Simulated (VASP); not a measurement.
# SnSe2 (P-3m1) in VASP: notebook

One crystal, SnSe2, is run at these levels: PBEsol, TB-mBJ, PBE; tasks: band structure, equation of state.

Program: VASP 6.6.1. These are calculated values, not measurements. Logs are shortened: lines on timing, memory, paths and dates and some standing lists are left out, and cuts for length are marked.

### 1 Starting point

The structure is trigonal, space group P-3m1 (No. 164). Conventional cell: a = 3.811 Å, b = 3.811 Å, c = 6.136 Å, α = 90.00°, β = 90.00°, γ = 120.00°. Sn (site symmetry -3m) has 6 Se at 2.68 Å as nearest neighbours. Se (site symmetry 3m) is surrounded by 3 Sn at 2.68 Å.

### 2 Band structure, PBEsol

POSCAR

```
SnSe2
1.0
    3.8110000000      0.0000000000      0.0000000000
   -1.9055000000      3.3004228138      0.0000000000
    0.0000000000      0.0000000000      6.1360000000
Sn Se
1 2
Direct
    0.0000000000      0.0000000000      0.0000000000
    0.6666666667      0.3333333333      0.7510000000
    0.3333333333      0.6666666667      0.2490000000
```

INCAR.step1

```
PREC = Accurate
ENCUT = 520
EDIFF = 1E-6
ISMEAR = 0
SIGMA = 0.02
LREAL = F
LASPH = T
NELM = 100
ALGO = Fast
ISIF = 2
LWAVE = F
LCHARG = T
GGA = PS
NBANDS = 20
```

KPOINTS.step1

```
regular mesh
0
Gamma
  8 8 6
```

INCAR.step2

```
PREC = Accurate
ENCUT = 520
EDIFF = 1E-6
ISMEAR = 0
SIGMA = 0.05
LREAL = F
LASPH = T
NELM = 100
ALGO = Fast
ISIF = 2
LWAVE = F
LCHARG = F
GGA = PS
NBANDS = 20
ICHARG = 11
```

KPOINTS.step2

```
path GMKGALHA,LM,KH
10
line-mode
reciprocal
 0.0000000000  0.0000000000  0.0000000000  G
 0.5000000000  0.0000000000  0.0000000000  M

 0.5000000000  0.0000000000  0.0000000000  M
 0.3333333333  0.3333333333  0.0000000000  K

 0.3333333333  0.3333333333  0.0000000000  K
 0.0000000000  0.0000000000  0.0000000000  G

 0.0000000000  0.0000000000  0.0000000000  G
 0.0000000000  0.0000000000  0.5000000000  A

 0.0000000000  0.0000000000  0.5000000000  A
 0.5000000000  0.0000000000  0.5000000000  L

 0.5000000000  0.0000000000  0.5000000000  L
 0.3333333333  0.3333333333  0.5000000000  H

 0.3333333333  0.3333333333  0.5000000000  H
 0.0000000000  0.0000000000  0.5000000000  A

 0.5000000000  0.0000000000  0.5000000000  L
 0.5000000000  0.0000000000  0.0000000000  M

 0.3333333333  0.3333333333  0.0000000000  K
 0.3333333333  0.3333333333  0.5000000000  H
```

Potentials or basis: VASP PAW PBE potentials, release 64 (Sn_d, Se).

Launch:

```sh
$ cat potpaw_PBE.64/Sn_d/POTCAR potpaw_PBE.64/Se/POTCAR > POTCAR
$ cp INCAR.step1 INCAR
$ cp KPOINTS.step1 KPOINTS
$ mpirun -np 1 vasp_std > vasp.out
$ cp INCAR.step2 INCAR
$ cp KPOINTS.step2 KPOINTS
$ mpirun -np 1 vasp_std > vasp.out
```

OUTCAR:

```text
PREC = Accurate
   ENCUT = 520
   EDIFF = 1E-6
   ISMEAR = 0
   LREAL = F
   LASPH = T
   NELM = 100
   ISIF = 2
   GGA = PS
   ICHARG = 11

 ion  position               nearest neighbor table
   1  0.000  0.000  0.000-   2 2.68   3 2.68   3 2.68   2 2.68   2 2.68   3 2.68
   2  0.667  0.333  0.751-   1 2.68   1 2.68   1 2.68
   3  0.333  0.667  0.249-   1 2.68   1 2.68   1 2.68

  LATTYP: Found a hexagonal cell.
 ALAT       =     3.8110000000
 C/A-ratio  =     1.6100760955

  Lattice vectors:

 A1 = (   3.8110000000,   0.0000000000,   0.0000000000)
 A2 = (  -1.9055000000,   3.3004228138,   0.0000000000)
 A3 = (   0.0000000000,   0.0000000000,   6.1360000000)

Analysis of symmetry for initial positions (statically):
=====================================================================
 Subroutine PRICEL returns:
 Original cell was already a primitive cell.

 Routine SETGRP: Setting up the symmetry group for a
 hexagonal supercell.

 Subroutine GETGRP returns: Found 12 space group operations
 (whereof 12 operations were pure point group operations)
 out of a pool of 24 trial point group operations.

The static configuration has the point symmetry D_3d.

Analysis of symmetry for dynamics (positions and initial velocities):
=====================================================================
 Subroutine PRICEL returns:
 Original cell was already a primitive cell.

 Routine SETGRP: Setting up the symmetry group for a
 hexagonal supercell.

 Subroutine GETGRP returns: Found 12 space group operations
 (whereof 12 operations were pure point group operations)
 out of a pool of 24 trial point group operations.

The dynamic configuration has the point symmetry D_3d.

 Subroutine INISYM returns: Found 12 space group operations
 (whereof 12 operations are pure point group operations),
 and found     1 'primitive' translations

----------------------------------------------------------------------------------------

                                     Primitive cell

  volume of cell :      77.1781

  direct lattice vectors                    reciprocal lattice vectors
     3.811000000  0.000000000  0.000000000     0.262398321  0.151495741  0.000000000
    -1.905500000  3.300422814  0.000000000     0.000000000  0.302991482  0.000000000
     0.000000000  0.000000000  6.136000000     0.000000000  0.000000000  0.162972621

  length of vectors
     3.811000000  3.811000000  6.136000000     0.302991482  0.302991482  0.162972621

  position of ions in fractional coordinates (direct lattice)
     0.000000000  0.000000000  0.000000000
     0.666666667  0.333333333  0.751000000
     0.333333333  0.666666667  0.249000000

  ion indices of the primitive-cell ions
   primitive index   ion index
                 1           1
                 2           2
                 3           3

----------------------------------------------------------------------------------------

 KPOINTS: path GMKGALHA,LM,KH

Interpolating k-points between supplied coordinates.

 Line segments in fractional coordinates (reciprocal lattice):
    0.000000  0.000000  0.000000  ...  0.500000  0.000000  0.000000
    0.500000  0.000000  0.000000  ...  0.333333  0.333333  0.000000
    0.333333  0.333333  0.000000  ...  0.000000  0.000000  0.000000
    0.000000  0.000000  0.000000  ...  0.000000  0.000000  0.500000
    0.000000  0.000000  0.500000  ...  0.500000  0.000000  0.500000
    0.500000  0.000000  0.500000  ...  0.333333  0.333333  0.500000
    0.333333  0.333333  0.500000  ...  0.000000  0.000000  0.500000
    0.500000  0.000000  0.500000  ...  0.500000  0.000000  0.000000
    0.333333  0.333333  0.000000  ...  0.333333  0.333333  0.500000

 Generated    10 points on each line segment, for a total of     90 k-points:

 Following reciprocal coordinates:
            Coordinates               Weight
  0.000000  0.000000  0.000000      0.011111
  0.055556  0.000000  0.000000      0.011111
  0.111111  0.000000  0.000000      0.011111
  0.166667  0.000000  0.000000      0.011111
  0.222222  0.000000  0.000000      0.011111
  0.277778  0.000000  0.000000      0.011111
[... 16 lines left out ...]
  0.259259  0.259259  0.000000      0.011111
  0.222222  0.222222  0.000000      0.011111
 [... further k-points ...]
   k-points           NKPTS =     90   k-points in BZ     NKDIM =     90   number of bands    NBANDS=     20
   number of dos      NEDOS =    301   number of ions     NIONS =      3
   total plane-waves  NPLWV =  37632
   dimension x,y,z NGX =    28 NGY =   28 NGZ =   48
   dimension x,y,z NGXF=    56 NGYF=   56 NGZF=   96
   ions per type =               1   2
   NGX,Y,Z   is equivalent  to a cutoff of  12.21, 12.21, 13.00 a.u.
   NGXF,Y,Z  is equivalent  to a cutoff of  24.43, 24.43, 26.01 a.u.
 SYSTEM =  unknown system
   PREC   = accura    normal or accurate (medium, high low for compatibility)
   ISTART =      0    job   : 0-new  1-cont  2-samecut
   ICHARG =     11    charge: 1-file 2-atom 10-const
   ISPIN  =      1    spin polarized calculation?
   LNONCOLLINEAR =      F non collinear calculations
   LSORBIT =      F    spin-orbit coupling
   LASPH  =      T    aspherical Exc in radial PAW
   ENCUT  =  520.0 eV  38.22 Ry    6.18 a.u.   7.09  7.09 11.41*2*pi/ulx,y,z
   NELM   =    100;   NELMIN=  2; NELMDL=  0     # of ELM steps
   EDIFF  = 0.1E-05   stopping-criterion for ELM
   LREAL  =      F    real-space projection
   EDIFFG = 0.1E-04   stopping-criterion for IOM
   NSW    =      0    number of steps for IOM
   IBRION =     -1    ionic relax: 0-MD 1-quasi-New 2-CG
   NFREE  =      0    steps in history (QN), initial steepest desc. (CG)
   ISIF   =      2    stress and relaxation
   ISYM   =      2    0-nonsym 1-usesym 2-fastsym
   POTIM  = 0.5000    time-step for ionic-motion
   TEBEG  =    0.0;   TEEND  =   0.0 temperature during run
   PSTRESS=    0.0 pullay stress
   NELECT =      26.0000    total number of electrons
   NUPDOWN=      -1.0000    fix difference up-down
   EMIN   =  10.00;   EMAX   =-10.00  energy-range for DOS
   EFERMI =   0.00;   METHOD = LEGACY
   ISMEAR =     0;   SIGMA  =   0.05  broadening in eV -4-tet -1-fermi 0-gaus
   EFERMI_NEDOS =   21; number of points for ismear=-14 and -15
   IALGO  =     68    algorithm
   IMIX   =      4    mixing-type and parameters
     AMIX     =   0.40;   BMIX     =  1.00
     AMIX_MAG =   1.60;   BMIX_MAG =  1.00
  volume/ion in A,a.u.               =      25.73       173.61
  Fermi-wavevector in a.u.,A,eV,Ry     =   1.139116  2.152617 17.654722  1.297585
  Thomas-Fermi vector in A             =   2.275820
   LORBIT       =      0    0 simple, 1 ext, 2 COOP (PROOUT), +10 PAW based schemes
   GGA     = PS    functional components
   LHFCALC =     F    Hartree Fock is set to
   AEXX    =    0.0000 exact exchange contribution
   IVDW    =     0    specifies the selected vdW correction
   LEPSILON=     F    determine dielectric tensor
   LRPA    =     F    only Hartree local field effects (RPA)
 non-spin polarized calculation
 RMM-DIIS sequential band-by-band and
 Gauss-broadening in eV      SIGMA  =   0.05
  energy-cutoff  :      520.00
  volume of cell :       77.18
 maximum number of plane-waves:      2109

 number of electron      26.0000006 magnetization

 Free energy of the ion-electron system (eV)
  ---------------------------------------------------
  ext. energy  EPLUGINS =         0.00000000
  ---------------------------------------------------
  free energy    TOTEN  =       -11.81307028 eV

  energy without entropy =      -11.81307028  energy(sigma->0) =      -11.81307028

 E-fermi :   4.3855     XC(G=0):  -9.6381

 val. band max:        4.1016900130   @ k =   0.0741   0.0741   0.0000
 cond. band min:       4.7486388407   @ k =   0.5000   0.0000   0.3333
 fundamental gap:      0.6469488277
 Fermi energy:         4.3855309027

 k-point     1 :       0.0000    0.0000    0.0000
  band No.  band energies     occupation
      1     -17.1142      2.00000
      2     -17.1142      2.00000
      3     -17.0670      2.00000
      4     -17.0521      2.00000
      5     -17.0521      2.00000
      6      -9.9747      2.00000
[... 12 lines left out ...]
     19      12.9467      0.00000
     20      12.9494      0.00000

 k-point     2 :       0.0556    0.0000    0.0000
  band No.  band energies     occupation
      1     -17.1159      2.00000
      2     -17.1132      2.00000
      3     -17.0660      2.00000
      4     -17.0528      2.00000
      5     -17.0518      2.00000
      6      -9.9434      2.00000
[... 12 lines left out ...]
     19      12.4943      0.00000
     20      12.9946      0.00000

 k-point     3 :       0.1111    0.0000    0.0000
  band No.  band energies     occupation
      1     -17.1210      2.00000
      2     -17.1103      2.00000
      3     -17.0634      2.00000
      4     -17.0544      2.00000
      5     -17.0507      2.00000
      6      -9.8501      2.00000
[... 12 lines left out ...]
     19      12.4467      0.00000
     20      13.0881      0.00000

 k-point     4 :       0.1667    0.0000    0.0000
  band No.  band energies     occupation
      1     -17.1291      2.00000
      2     -17.1063      2.00000
      3     -17.0614      2.00000
      4     -17.0547      2.00000
      5     -17.0486      2.00000
      6      -9.6973      2.00000
[... 12 lines left out ...]
     19      12.2232      0.00000
     20      13.2111      0.00000

 k-point     5 :       0.2222    0.0000    0.0000
  band No.  band energies     occupation
      1     -17.1394      2.00000
      2     -17.1023      2.00000
      3     -17.0634      2.00000
      4     -17.0502      2.00000
      5     -17.0452      2.00000
      6      -9.4900      2.00000
[... 12 lines left out ...]
     19      12.0583      0.00000
     20      13.4353      0.00000
[... 353 lines left out ...]
      6      -7.8223      2.00000
[... 12 lines left out ...]
     19      12.3524      0.00000
     20      12.3525      0.00000

 k-point    22 :       0.2963    0.2963    0.0000
  band No.  band energies     occupation
      1     -17.1483      2.00000
      2     -17.1266      2.00000
      3     -17.0534      2.00000
      4     -17.0438      2.00000
      5     -17.0307      2.00000
      6      -8.0207      2.00000
[... 12 lines left out ...]
     19      11.9108      0.00000
     20      13.1487      0.00000

 k-point    23 :       0.2593    0.2593    0.0000
  band No.  band energies     occupation
      1     -17.1542      2.00000
      2     -17.1172      2.00000
      3     -17.0581      2.00000
      4     -17.0452      2.00000
      5     -17.0276      2.00000
      6      -8.3127      2.00000
[... 12 lines left out ...]
     19      11.4974      0.00000
     20      13.6777      0.00000

 k-point    24 :       0.2222    0.2222    0.0000
  band No.  band energies     occupation
      1     -17.1548      2.00000
      2     -17.1102      2.00000
      3     -17.0608      2.00000
      4     -17.0482      2.00000
      5     -17.0278      2.00000
      6      -8.6585      2.00000
[... 12 lines left out ...]
     19      11.1278      0.00000
     20      13.9532      0.00000

 [... further k-points ...]

------------------------ aborting loop because EDIFF is reached ----------------------------------------

  FORCE on cell =-STRESS in cart. coord.  units (eV):
  Direction    XX          YY          ZZ          XY          YZ          ZX
  --------------------------------------------------------------------------------------
  -------------------------------------------------------------------------------------
  Total        2.8679848      2.8679848      1.3818228      0.0000000      0.0000000     -0.0000000
  in kB       59.5379057     59.5379057     28.6859383      0.0000000      0.0000000     -0.0000000
  external PRESSURE =      49.2539166 kB  Pullay stress =       0.0000000 kB

 VOLUME and BASIS-vectors are now :
 -----------------------------------------------------------------------------
  energy-cutoff  :      520.00
  volume of cell :       77.18
      direct lattice vectors                 reciprocal lattice vectors
     3.811000000  0.000000000  0.000000000     0.262398321  0.151495741  0.000000000
    -1.905500000  3.300422814  0.000000000     0.000000000  0.302991482  0.000000000
     0.000000000  0.000000000  6.136000000     0.000000000  0.000000000  0.162972621

 POSITION                                       TOTAL-FORCE (eV/Angst)
 -----------------------------------------------------------------------------------
      0.00000      0.00000      0.00000        -0.000000      0.000000      0.000000
      1.90550      1.10014      4.60814         0.000000     -0.000000     -0.666676
     -0.00000      2.20028      1.52786        -0.000000      0.000000      0.666676
 -----------------------------------------------------------------------------------
    total drift:                                0.000000      0.000000     -0.000000

  FREE ENERGIE OF THE ION-ELECTRON SYSTEM (eV)
  ---------------------------------------------------
  free  energy   TOTEN  =       -11.8130702846 eV

  energy  without entropy=      -11.8130702846  energy(sigma->0) =      -11.81307028
```

Run time: 63 s. Hardware: 1 thread of AMD EPYC 9R45 (Zen 5), shared host; peak memory 0.24 GiB.

Results:

```yaml
Band_gap_on_the_k_mesh: 0.68 eV, indirect (least direct gap 1.00 eV)
Band_gap_along_the_path: 0.65 eV, indirect (least direct gap 1.00 eV)
```

Levels at the corners of the path, in eV from the valence-band top:
```csv
point,band 9,band 10,band 11,band 12,band 13,band 14,band 15,band 16,band 17,band 18
Γ,-0.75,-0.75,-0.44,-0.44,-0.04,0.95,2.79,4.53,4.53,7.99
M,-4.57,-2.98,-2.75,-1.27,-0.35,1.05,3.65,5.29,5.39,7.18
M,-4.57,-2.98,-2.75,-1.27,-0.35,1.05,3.65,5.29,5.39,7.18
K,-3.79,-3.79,-3.43,-1.59,-1.59,1.32,6.56,6.56,7.14,7.25
K,-3.79,-3.79,-3.43,-1.59,-1.59,1.32,6.56,6.56,7.14,7.25
Γ,-0.75,-0.75,-0.44,-0.44,-0.04,0.95,2.79,4.53,4.53,7.99
Γ,-0.75,-0.75,-0.44,-0.44,-0.04,0.95,2.79,4.53,4.53,7.99
A,-2.12,-0.84,-0.84,-0.28,-0.28,2.35,2.76,4.26,4.26,8.01
A,-2.12,-0.84,-0.84,-0.28,-0.28,2.35,2.76,4.26,4.26,8.01
L,-5.02,-2.58,-2.06,-0.90,-0.74,0.76,4.11,4.71,5.69,6.26
L,-5.02,-2.58,-2.06,-0.90,-0.74,0.76,4.11,4.71,5.69,6.26
H,-4.30,-4.30,-3.81,-0.42,-0.42,2.47,4.61,4.61,6.12,8.05
H,-4.30,-4.30,-3.81,-0.42,-0.42,2.47,4.61,4.61,6.12,8.05
A,-2.12,-0.84,-0.84,-0.28,-0.28,2.35,2.76,4.26,4.26,8.01
L,-5.02,-2.58,-2.06,-0.90,-0.74,0.76,4.11,4.71,5.69,6.26
M,-4.57,-2.98,-2.75,-1.27,-0.35,1.05,3.65,5.29,5.39,7.18
K,-3.79,-3.79,-3.43,-1.59,-1.59,1.32,6.56,6.56,7.14,7.25
H,-4.30,-4.30,-3.81,-0.42,-0.42,2.47,4.61,4.61,6.12,8.05
```

Caveat: the log is that of the step along the path at fixed density, whose energy, stress, charges and moments have no meaning; the PAW data sets were made with another functional, which shifts forces and pressure a little; spin-orbit coupling is left out, which moves the levels of the heavy elements; this functional lacks dispersion, which binds the layers, so the pressure and a relaxed spacing across them are unreliable.

(Continued in part 2 of 2.)
